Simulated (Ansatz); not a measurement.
## N (P6_3/mmc) under strain

A 4-atom cell of N (P6_3/mmc) from a materials database, relaxed with r2SCAN+rVV10 in Ansatz 0.2.0. It is hexagonal, P6_3/mmc (No. 194); a = 3.580 Å, c = 7.642 Å in the conventional setting, 21.21 Å³ an atom. Around N lie 1 N at 1.09 Å.

The axes x, y and z are those of this cell:
```xyz
4
Lattice="3.5804 0.0000 0.0000 -1.7902 3.1007 0.0000 0.0000 0.0000 7.6415" Properties=species:S:1:pos:R:3 pbc="T T T"
N     0.0000    2.0672    2.4573
N     0.0000    2.0672    1.3635
N     1.7902    1.0336    6.2780
N     1.7902    1.0336    5.1842
```

Unstrained: The PBE gap is indirect, 7.077 eV (k = (0.146, 1/6, 0) to M), below the direct gap of 7.129 eV at M. With r2SCAN the valence top lies at k = (0.146, 1/6, 0) and the conduction bottom at M, 7.735 eV higher; the smallest vertical gap, at M, is 7.790 eV. HSE06 gives an indirect gap of 9.372 eV, from k = (0.146, 1/6, 0) to M; the least direct gap is 9.427 eV at M. Meshes: PBE 12×12×4, r2SCAN 12×12×4, HSE06 6×6×2. Strains are changes of length per length, and xy shears are angles. After each strain the atoms were relaxed again with r2SCAN+rVV10 within the symmetry that the strain leaves, so tilts or polar shifts that break it weren't tested; points keep the names that they have in the unstrained zone. No spin polarisation and no zero-point or thermal motion.

Changes of the least gap in eV (an overlap counts as a negative gap):

| strain | volume change (%) | space group | PBE | r2SCAN | HSE06 |
| --- | --- | --- | --- | --- | --- |
| isotropic -5.86 % on every length | -16.6 | P6_3/mmc | -0.450 | -0.501 | -0.481 |
| epitaxial +1.85 % in the xy plane, free normal strain -0.93 % | +2.8 | P6_3/mmc | +0.041 | – | +0.045 |
| uniaxial -1.54 % along y | -1.5 | Cmcm | -0.033 | -0.036 | -0.036 |
| xy shear, engineering strain (angle) -1.16 % | 0.0 | P2_1/m | -0.003 | -0.002 | -0.003 |

Isotropic -5.86 % on every length. HSE06: the gap goes from 9.372 to 8.891 eV (-0.481 eV); the edges go from (0.146, 1/6, 0) → M to Γ–K (0.41) → M. Stress change with PBE, compression positive: xx +1.51, yy +1.51, zz +2.21 GPa.

Epitaxial +1.85 % in the xy plane, free normal strain -0.93 %. HSE06: the gap goes from 9.372 to 9.417 eV (+0.045 eV); the edges go from (0.146, 1/6, 0) → M to (-0.135, 0.281, 0) → M. Stress change with PBE, compression positive: xx -0.19, yy -0.19, zz -0.17 GPa.

Uniaxial -1.54 % along y, other directions held. HSE06: the gap goes from 9.372 to 9.336 eV (-0.036 eV); the edges go from (0.146, 1/6, 0) → M to (-0.042, 0.292, 0) → M. Stress change with PBE, compression positive: xx +0.07, yy +0.14, zz +0.10 GPa.

Xy shear, engineering strain (angle) -1.16 %. HSE06: the gap goes from 9.372 to 9.369 eV (-0.003 eV); the edges go from (0.146, 1/6, 0) → M to (1/6, 0.146, 0) → M. Stress change with PBE, compression positive: xx 0.00, yy 0.00, zz 0.00, xy +0.03 GPa.

Where an edge lies off the special points, it is a point of the mesh or the k point where a search put PBE's edge or least direct gap, reused for the other functionals, whose own edges may lie a little apart.

Coordinates of k points refer to the reciprocal vectors of the primitive cell of the runs.

The meshes of the hybrids are coarse, so their gaps aren't converged to the digits shown.
